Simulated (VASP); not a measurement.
Here is a VASP 6.6.1 calculation.

The input INCAR:

```
PREC = Accurate
ENCUT = 520
EDIFF = 1E-6
ISMEAR = 0
SIGMA = 0.02
LREAL = F
LASPH = T
NELM = 60
ALGO = Normal
ISIF = 2
LWAVE = F
LCHARG = F
GGA = PE
ICORELEVEL = 1
```

File KPOINTS:

```
Automatic mesh
0
Gamma
  5 5 3
```

File POSCAR:

```
TaSi2
1.0
    4.7800000000      0.0000000000      0.0000000000
   -2.3900000000      4.1396014301      0.0000000000
    0.0000000000      0.0000000000      6.5640000000
Ta Si
3 6
Direct
    0.0000000000      0.5000000000      0.1666666667
    0.5000000000      0.5000000000      0.8333333333
    0.5000000000      0.0000000000      0.5000000000
    0.3333000000      0.1666500000      0.1666666667
    0.1666500000      0.8333500000      0.8333333333
    0.8333500000      0.6667000000      0.5000000000
    0.6667000000      0.8333500000      0.1666666667
    0.8333500000      0.1666500000      0.8333333333
    0.1666500000      0.3333000000      0.5000000000
```

Potentials or basis: VASP PAW PBE potentials, release 64 (Ta_pv, Si).

Run with:

```console
$ cat potpaw_PBE.64/Ta_pv/POTCAR potpaw_PBE.64/Si/POTCAR > POTCAR
$ mpirun -np 1 vasp_std > vasp.out
```

Task: Estimate the pressure.

Result: 3.6 GPa.

Task: What does it give for the largest force?

Result: 0.794 eV/Å.

Task: Estimate the band gap on the k mesh.

Result: None (metal or under the smearing width).

Forces on the atoms (eV/Å):
```
Ta   0.000  0.000  0.000
Ta   0.000  0.000  0.000
Ta   0.000  0.000  0.000
Si  -0.688 -0.397  0.000
Si  -0.688  0.397  0.000
Si   0.000  0.794  0.000
Si   0.688  0.397  0.000
Si   0.688 -0.397  0.000
Si   0.000 -0.794  0.000
```

Caveat: the cell's inner coordinates are idealised or old, which leaves forces on the atoms. The run has no spin-orbit coupling, so splittings on Ta are missing.
